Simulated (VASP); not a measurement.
Write the native input for VASP 6.6.1 that does the following.

| Property | Result |
| --- | --- |
| Task | density of states |
| Functional | r2SCAN |
| Dispersion | rVV10 |
| Potentials or basis | VASP PAW PBE potentials, release 64 (Sc_sv) |
| Cutoff | 520 eV |
| k mesh | 11 × 11 × 6 |
| Occupations | tetrahedron |
| Spin | no spin polarisation |
| Hubbard terms | Sc d U = 6.2 eV |
| Further INCAR settings | ALGO = Normal; EDIFF = 1e-06; MAXMIX = 5 |

The structure of Sc lies in POSCAR:

```
Sc
3.309
    1.000000000000      0.000000000000      0.000000000000
   -0.500000000000      0.866025403778      0.000000000000
    0.000000000000      0.000000000000      1.593623451194
Sc
2
Direct
    0.6666666667      0.3333333333      0.7500000000
    0.3333333333      0.6666666667      0.2500000000
```

One way to write it, as run:

INCAR

```
SYSTEM = Sc
PREC = Accurate ; ENCUT = 520
EDIFF = 1E-6 ; ISMEAR = -5
SIGMA = 0.2 ; LREAL = .False.
LASPH = .True. ; NELM = 80
ALGO = Normal ; ISIF = 2
LWAVE = .False. ; LCHARG = .False.
LMAXMIX = 4 ; LDAU = .True.
LDAUTYPE = 2 ; LDAUL = 2
LDAUU = 6.2 ; LDAUJ = 0
LDAUPRINT = 1 ; METAGGA = R2SCAN
LMIXTAU = .True. ; LUSE_VDW = .True.
IVDW_NL = 2 ; BPARAM = 11.95
CPARAM = 0.0093 ; LORBIT = 10
MAXMIX = 5 ; NEDOS = 1001
```

KPOINTS

```
Automatic mesh
0
Gamma
  11 11 6
  0 0 0
```

Potentials or basis: VASP PAW PBE potentials, release 64 (Sc_sv).

Command:

```console
$ cat potpaw_PBE.64/Sc_sv/POTCAR > POTCAR
$ mpirun -np 1 vasp_std > vasp.out
```

It gave:

```yaml
Pressure: 10.9 GPa
Band_gap_on_the_k_mesh: none (metal or under the smearing width)
Valence_electrons_inside_the_program's_atomic_spheres: Sc 9.08
```

Caveat: the PAW data sets were made with another functional, which shifts forces and pressure a little; U without spin polarisation on a metal has little footing; the U is typed as a test and isn't derived for this compound; tetrahedron occupations give inexact forces and stress in metals.

Wall time 6.5 min on 1 thread of Intel(R) Xeon(R) Platinum 8488C (Sapphire Rapids) (shared host), peak memory 0.33 GiB.
